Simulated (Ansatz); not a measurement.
**What a change of settings does to a run on Zn**

The cell was built from the diamond type and relaxed in the same program; it needn't be a known or the stable phase. The listed cell was then made from it by scaling, straining or moving an atom.

First run: DFT, PBE, PAW with Ansatz's default frozen-core files, scalar-relativistic (Ansatz 0.2.0).

Command: `ansatz run input.yaml --threads 1 --pin off --max-ram 2048MiB --backend cpu --events-out ev --progress --plain --runs-dir out` The run took 3.6 s on 1 thread of Arm Neoverse V1, on a shared host, peak memory 0.35 GiB.

```yaml
crystal:
  lattice:
    - [0.0, 2.9565946775, 2.9565946775]
    - [2.9565946775, 0.0, 2.9565946775]
    - [2.9565946775, 2.9565946775, 0.0]
  atoms:
    - { symbol: Zn, position: [0.0, 0.0, 0.0] }
    - { symbol: Zn, position: [0.25, 0.25, 0.25] }
kpoints:
  mp_grid: { grid: [11, 11, 11] }
scf:
  occupations: { method: fermi_dirac, width: 0.05 }
hamiltonian:
  xc: pbe
  pseudopotentials: { kind: paw }
output:
  forces: true
  stress: true
  eigenvalues: true
  efg: { contact_densities: true }
```

Result: converged; pressure -1.14 GPa; no gap on the k mesh; 7 SCF iterations.

The input is then changed:

```diff
@@ -10,5 +10,5 @@
   mp_grid: { grid: [11, 11, 11] }
 scf:
-  occupations: { method: fermi_dirac, width: 0.05 }
+  occupations: { method: cold, width: 0.2 }
 hamiltonian:
   xc: pbe
```

(1) What does the second run give?

Results:

(1) It converged; energy at zero smearing -0.4 meV/atom from the first run; pressure -1.11 GPa; no gap on the k mesh; 6 SCF iterations. Some of these settings are too coarse for converged properties.
